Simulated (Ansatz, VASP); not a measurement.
## Two plane-wave programs on Al

```
Al
1.0
     2.80357    0.00000    0.00000
    -1.40179    2.42796    0.00000
     0.00000    0.00000    4.67509
Al
2
Direct
  0.66667 0.33333 0.75000
  0.33333 0.66667 0.25000
```

Alike in both runs: functional PBE; dispersion D3(BJ); k mesh 18 × 18 × 10; occupations gaussian, width 0.1 eV; no spin polarisation.

Ansatz relaxed the structure, and its values are those at the end. VASP's run is a single point on that final structure, the one shown.

```csv
,VASP,Ansatz
version,VASP 6.6.1,Ansatz 0.2.0
potentials or method,"VASP PAW PBE potentials, release 64 (Al)","scalar-relativistic, plane waves, PAW"
plane-wave cutoff (eV),520,420
valence electrons in the cell,6,6
```

```csv
,VASP,Ansatz,Ansatz less VASP
gap on the k mesh at the Fermi level (eV),none,none,-
pressure (GPa),0.0,0.0,0.00
```

A gap of «none» marks a metal or a gap that the smearing closes.

Caveats: pairwise dispersion overbinds metals, which lowers pressure and volume.
